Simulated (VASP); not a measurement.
A run of VASP 6.6.1 is set up as follows.

The input INCAR:

```
SYSTEM = Au
PREC = Accurate ; ENCUT = 520
EDIFF = 1E-6 ; ISMEAR = 0
SIGMA = 0.1 ; LREAL = .False.
LASPH = .True. ; NELM = 80
ALGO = Fast ; ISIF = 2
LWAVE = .False. ; LCHARG = .False.
GGA = PE ; NBANDS = 18
```

Contents of KPOINTS:

```
Automatic mesh
0
Gamma
  9 9 4
  0 0 0
```

File POSCAR:

```
Au
1.0
    2.9460434566      0.0000000000      0.0000000000
   -1.4730217283      2.5513484741      0.0000000000
    0.0000000000      0.0000000000      4.2668798487
Au
2
Direct
    0.3333333333      0.6666666667      0.2500000000
    0.6666666667      0.3333333333      0.7500000000
```

Potentials or basis: VASP PAW PBE potentials, release 64 (Au).

Run with:

```bash
$ cat potpaw_PBE.64/Au/POTCAR > POTCAR
$ mpirun -np 1 vasp_std > vasp.out
```

Problem. Predict the band gap on the k mesh.

Solution. None (metal or under the smearing width).

Problem. Estimate the pressure.

Solution. 25.5 GPa.

Stress tensor (GPa, compression positive):
```
18.88  0.00  0.00
 0.00 18.88  0.00
 0.00  0.00 38.77
```

Caveat: the k mesh is coarse (spacing up to 0.37 Å⁻¹), so the values aren't converged; so large a pressure means that the cell lies far from this level's equilibrium, or that cutoff or potentials fall short. The run has no spin-orbit coupling, so splittings on Au are missing.
